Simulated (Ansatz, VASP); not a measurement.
# Au: programs and potentials compared

The starting cell:

```
Au
1.0
     0.00000    2.03500    2.03500
     2.03500    0.00000    2.03500
     2.03500    2.03500    0.00000
Au
1
Cartesian
  0.0000 0.0000 0.0000
```

Alike in all runs: task relaxation of cell and atoms; functional PBE; dispersion D4; k mesh 11 × 11 × 11; occupations fermi-dirac, width 0.05 eV; no spin polarisation; no spin-orbit coupling.

| program and potentials | plane-wave cutoff (eV) | notes | equilibrium volume (Å³/atom) |
| --- | --- | --- | --- |
| Ansatz, Ansatz PAW | 420 | 19 valence electrons an atom on average | 17.32 |
| Ansatz, all-electron LAPW, scalar-relativistic | - | - | 17.31 |
| VASP, PBE PAW files Au, 600 eV | 600 | 11 valence electrons an atom on average | 17.29 |

The equilibrium volume spans 17.29 (VASP, PBE PAW files Au, 600 eV) to 17.32 Å³/atom (Ansatz, Ansatz PAW), with all-electron results at 17.31. Relaxations stop with a little pressure left, so the last digit of a volume isn't settled.

The functional is the same throughout but for its coding, so the spread measures potentials, basis and numerics; runs on potential files found faulty are left out.

The three descriptions of gold give practically the same equilibrium volume, and both sets of potentials lie close to the all-electron value, too close to rank them. Treating 11 or 19 electrons as valence makes little difference. The larger set presumably adds the 5s and 5p shells, which are compact and lie well below the 5d and 6s states that carry the cohesion, so they respond little to bonding near equilibrium. This suggests that a frozen core is adequate for the volume of the metal.

All three volumes are somewhat larger than experiment. Since the all-electron calculation shares this excess, the potentials are unlikely to be its main source. The probable cause is the functional: PBE tends to underbind the late 5d metals, and the added dispersion attraction would be expected to offset only part of that expansion. The agreement at equilibrium doesn't establish equal accuracy under strong compression, where overlap between semicore shells matters more.
